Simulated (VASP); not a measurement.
# CdO (Monteponite) (Fm-3m) in VASP: settings compared, part 2 of 2

VASP 6.6.1. The steps go on from the part before.

## Step 4: Relaxation of cell and atoms, PBE

File INCAR:

```
SYSTEM = CdO
PREC = Accurate ; ENCUT = 300
EDIFF = 1E-6 ; ISMEAR = 0
SIGMA = 0.03 ; LREAL = .False.
LASPH = .True. ; NELM = 80
ALGO = Normal ; ISIF = 3
LWAVE = .False. ; LCHARG = .False.
GGA = PE ; IBRION = 2
NSW = 90 ; EDIFFG = -0.01
```

File KPOINTS:

```
Automatic mesh
0
Gamma
  6 6 6
  0 0 0
```

File POSCAR:

```
CdO
1.0
    0.0000000000      2.3495000000      2.3495000000
    2.3495000000      0.0000000000      2.3495000000
    2.3495000000      2.3495000000      0.0000000000
Cd O
1 1
Direct
    0.0000000000      0.0000000000      0.0000000000
    0.5000000000      0.5000000000      0.5000000000
```

Potentials or basis: VASP PAW PBE potentials, release 64 (Cd, O_s).

On the command line:

```bash
$ cat potpaw_PBE.64/Cd/POTCAR potpaw_PBE.64/O_s/POTCAR > POTCAR
$ mpirun -np 1 vasp_std > vasp.out
```

Run time: 8.4 s. Hardware: 1 thread of AMD EPYC 7R13 (Zen 3), shared host; peak memory 0.09 GiB.

The run converged, but some of its settings lie outside the range that counts as converged, so its numbers aren't taken as properties of the crystal.

What came out:

- Free energy: -7.7070 eV
- Relaxed volume: 13.49 Å³/atom
- Relaxed cell: a = 3.366 Å, b = 3.366 Å, c = 3.366 Å, α = 60.00°, β = 60.00°, γ = 60.00°
- Space group after relaxing (to 0.05 Å): Fm-3m (No. 225)
- Energy gained by relaxing: 10.1 meV/atom
- Ionic steps: 3
- Band gap on the k mesh: none (metal or under the smearing width)

Caveat: the k mesh is coarse (spacing up to 0.39 Å⁻¹), so the values aren't converged; the cutoff is under 1.25 times the usual one of these potentials, so pressure, stress and relaxed cells hold a basis-set (Pulay) error; this crystal is a semiconductor, whose small gap the functional closes, so the metal is an error of the method.

## Step 5: Relaxation of cell and atoms, PBE

This run uses another cell than the first one, of 13.49 Å³/atom, 1.040 times its volume.

File INCAR:

```
SYSTEM = CdO
PREC = Accurate ; ENCUT = 300
EDIFF = 1E-7 ; ISMEAR = 0
SIGMA = 0.03 ; LREAL = .False.
LASPH = .True. ; NELM = 80
ALGO = Normal ; ISIF = 3
LWAVE = .False. ; LCHARG = .False.
GGA = PE ; IBRION = 2
NSW = 90 ; EDIFFG = -0.005
```

KPOINTS is that of step 4.

File POSCAR:

```
CdO                                     
1.0
    0.0000000000      2.3802841107      2.3802841107
    2.3802841107      0.0000000000      2.3802841107
    2.3802841107      2.3802841107      0.0000000000
  Cd              O             
     1     1
Direct
     0.0000000000000000    0.0000000000000000    0.0000000000000000
     0.5000000000000000    0.5000000000000000    0.5000000000000000
```

On the command line:

```bash
$ cat potpaw_PBE.64/Cd/POTCAR potpaw_PBE.64/O_s/POTCAR > POTCAR
$ mpirun -np 1 vasp_std > vasp.out
```

Run time: 8.3 s. Hardware: 1 thread of AMD EPYC 7R13 (Zen 3), shared host; peak memory 0.09 GiB.

The run converged, but some of its settings lie outside the range that counts as converged, so its numbers aren't taken as properties of the crystal.

Results:

- Free energy: -7.7196 eV
- Relaxed volume: 13.56 Å³/atom
- Relaxed cell: a = 3.372 Å, b = 3.372 Å, c = 3.372 Å, α = 60.00°, β = 60.00°, γ = 60.00°
- Space group after relaxing (to 0.05 Å): Fm-3m (No. 225)
- Energy gained by relaxing: 0.2 meV/atom
- Ionic steps: 3
- Band gap on the k mesh: none (metal or under the smearing width)

Caveat: the k mesh is coarse (spacing up to 0.38 Å⁻¹), so the values aren't converged; the cutoff is under 1.25 times the usual one of these potentials, so pressure, stress and relaxed cells hold a basis-set (Pulay) error; this crystal is a semiconductor, whose small gap the functional closes, so the metal is an error of the method.

## Step 6: Relaxation of cell and atoms, r2SCAN

File INCAR:

```
SYSTEM = CdO
ALGO = Normal
EDIFF = 1E-6
EDIFFG = -0.01
ENCUT = 600
IBRION = 2
ISIF = 3
ISMEAR = 0
LASPH = .True.
LCHARG = .False.
LMIXTAU = .True.
LREAL = .False.
LWAVE = .False.
METAGGA = R2SCAN
NELM = 80
NSW = 90
PREC = Accurate
SIGMA = 0.03
```

File KPOINTS:

```
k-points
0
Gamma
  12 12 12
  0 0 0
```

File POSCAR:

```
CdO
1.0
    0.0000000000      2.3495000000      2.3495000000
    2.3495000000      0.0000000000      2.3495000000
    2.3495000000      2.3495000000      0.0000000000
Cd O
1 1
Direct
    0.0000000000      0.0000000000      0.0000000000
    0.5000000000      0.5000000000      0.5000000000
```

Potentials or basis: VASP PAW PBE potentials, release 64 (Cd, O).

On the command line:

```bash
$ cat potpaw_PBE.64/Cd/POTCAR potpaw_PBE.64/O/POTCAR > POTCAR
$ mpirun -np 1 vasp_std > vasp.out
```

OUTCAR:

```text
SYSTEM = CdO
   EDIFF = 1E-6
   EDIFFG = -0.01
   ENCUT = 600
   IBRION = 2
   ISIF = 3
   ISMEAR = 0
   LASPH = .True.
   LREAL = .False.
   METAGGA = R2SCAN
   NELM = 80
   NSW = 90
   PREC = Accurate

 ion  position               nearest neighbor table
   1  0.000  0.000  0.000-   2 2.35   2 2.35   2 2.35   2 2.35   2 2.35   2 2.35
   2  0.500  0.500  0.500-   1 2.35   1 2.35   1 2.35   1 2.35   1 2.35   1 2.35

  LATTYP: Found a face centered cubic cell.
 ALAT       =     4.6990000000

  Lattice vectors:

 A1 = (   0.0000000000,   2.3495000000,   2.3495000000)
 A2 = (   2.3495000000,   0.0000000000,   2.3495000000)
 A3 = (   2.3495000000,   2.3495000000,   0.0000000000)

Analysis of symmetry for initial positions (statically):
=====================================================================
 Subroutine PRICEL returns:
 Original cell was already a primitive cell.

 Routine SETGRP: Setting up the symmetry group for a
 face centered cubic supercell.

 Subroutine GETGRP returns: Found 48 space group operations
 (whereof 48 operations were pure point group operations)
 out of a pool of 48 trial point group operations.

The static configuration has the point symmetry O_h .

Analysis of symmetry for dynamics (positions and initial velocities):
=====================================================================
 Subroutine PRICEL returns:
 Original cell was already a primitive cell.
[... 234 lines left out ...]
  ext. energy  EPLUGINS =         0.00000000
  ---------------------------------------------------
  free energy    TOTEN  =       -28.56223307 eV

  energy without entropy =      -28.56220273  energy(sigma->0) =      -28.56221790

 E-fermi :   1.6157     XC(G=0): -12.2396

 val. band max:        1.5794813634   @ k =   0.5000   0.0000   0.0000
 cond. band min:       1.6218428139   @ k =   0.0000   0.0000   0.0000
 fundamental gap:      0.0423614505
 Fermi energy:         1.6156598420

 k-point     1 :       0.0000    0.0000    0.0000
  band No.  band energies     occupation
      1     -16.6163      2.00000
      2      -5.2678      2.00000
      3      -5.2678      2.00000
      4      -5.2678      2.00000
      5      -4.9602      2.00000
      6      -4.9602      2.00000
      7       0.2838      2.00000
      8       0.2838      2.00000
      9       0.2838      2.00000
     10       1.6218      0.77069
     11      17.2625      0.00000
     12      19.2440      0.00000
     13      19.2440      0.00000
[... 354 lines left out ...]
  band No.  band energies     occupation
      1     -15.9122      2.00000
      2      -5.9193      2.00000
      3      -5.7096      2.00000
      4      -5.6037      2.00000
      5      -4.7693      2.00000
      6      -4.7432      2.00000
      7      -2.0944      2.00000
      8       0.4214      2.00000
      9       1.3355      2.00000
     10       7.8601      0.00000
     11       9.1810      0.00000
     12      12.6303      0.00000
     13      14.7262      0.00000

 [... further k-points ...]

------------------------ aborting loop because EDIFF is reached ----------------------------------------

  FORCE on cell =-STRESS in cart. coord.  units (eV):
  Direction    XX          YY          ZZ          XY          YZ          ZX
  --------------------------------------------------------------------------------------
  -------------------------------------------------------------------------------------
  Total        0.0030786      0.0030786      0.0030786      0.0000000      0.0000000      0.0000000
  in kB        0.1873844      0.1873844      0.1873844      0.0000000      0.0000000      0.0000000
  external PRESSURE =       0.1873844 kB  Pullay stress =       0.0000000 kB
[... 17 lines left out ...]
  FREE ENERGIE OF THE ION-ELECTRON SYSTEM (eV)
  ---------------------------------------------------
  free  energy   TOTEN  =       -28.5622330741 eV

  energy  without entropy=      -28.5622027333  energy(sigma->0) =      -28.56221790

 reached required accuracy - stopping structural energy minimisation
```

Wall time 5.2 min (1 thread of AMD EPYC 7R13 (Zen 3), shared host); peak memory 0.16 GiB.

What came out:

- Free energy: -28.5622 eV
- Relaxed volume: 13.16 Å³/atom
- Relaxed cell: a = 3.339 Å, b = 3.339 Å, c = 3.339 Å, α = 60.00°, β = 60.00°, γ = 60.00°
- Space group after relaxing (to 0.05 Å): Fm-3m (No. 225)
- Energy gained by relaxing: 1.3 meV/atom
- Ionic steps: 3
- Pressure after relaxing: 0.0 GPa
- Band gap on the k mesh: 0.04 eV, indirect (least direct gap 1.34 eV)

Step by step:
```
step  energy change (eV)  largest force (eV/Å)  pressure (GPa)  volume (Å³)
   1              0.0000                0.0000            2.24        25.94
   2             -0.0011                0.0000           -1.65        26.63
   3             -0.0027                0.0000            0.02        26.32
```

Final structure:
```
CELL_PARAMETERS angstrom
0.00000 2.36103 2.36103
2.36103 0.00000 2.36103
2.36103 2.36103 0.00000
ATOMIC_POSITIONS crystal
Cd 0.00000 0.00000 0.00000
O 0.50000 0.50000 0.50000
```

Levels at points of the mesh, in eV from the valence-band top:
| k point | band 7 | band 8 | band 9 | band 10 | band 11 | band 12 |
| --- | --- | --- | --- | --- | --- | --- |
| (0.00, 0.00, 0.00) | -1.30 | -1.30 | -1.30 | 0.04 | 15.68 | 17.66 |
| (0.50, 0.00, 0.00) | -3.79 | 0.00 | 0.00 | 5.06 | 7.92 | 12.74 |
| (0.50, 0.50, 0.00) | -4.23 | -2.26 | -2.26 | 4.50 | 9.26 | 11.72 |

Caveat: the PAW data sets were made with another functional, which shifts forces and pressure a little.
